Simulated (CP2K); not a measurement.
Runs of CP2K 2026.2 on BN. It takes space group Fmm2 (No. 42, orthorhombic). Conventional cell: a = 2.503 Å, b = 6.991 Å, c = 4.332 Å, α = 90.00°, β = 90.00°, γ = 90.00°. N (site symmetry mm2) is surrounded by 3 B at 1.44 Å. B (site symmetry mm2) is surrounded by 3 N at 1.44 Å. Measurements of this composition are mostly on another form, of space group No. 194.

| level | cutoff of the non-local correlation (Ry) | gap on the mesh (eV) | pressure (GPa) | largest force (eV/Å) |
| --- | --- | --- | --- | --- |
| PBE | - | 3.91 | 3.4 | 0.01 |
| LDA | - | 3.69 | (a) | 0.01 |
| r2SCAN | - | 4.41 | 0.3 | 0.02 |
| AM05 | - | (b) | 3.1 | 0.01 |
| vdW-DF-cx | 150 Ry | 3.86 | 1.9 | 0.04 |
| PBEsol | - | 3.78 | 2.5 | 0.01 |
| RPBE | - | 4.02 | 4.4 | 0.02 |

Alike in all rows: task single point; potentials or basis POTENTIAL_UZH N GTH-PBE-q5, B GTH-PBE-q3; TZVP-MOLOPT-PBE-GTH basis; no spin polarisation; cell as given; k mesh 13 × 13 × 13; smearing fermi-dirac 0.05 eV.

Problem. Fill in the values left out.

Solution. (a) 2.1; (b) 3.83.

Caveats: an odd mesh through Γ misses points on the zone boundary, where band edges often lie; the basis of atomic orbitals isn't converged, which shifts pressures, moduli and gaps; the potentials were made for another functional, which shifts forces and pressure (some runs).
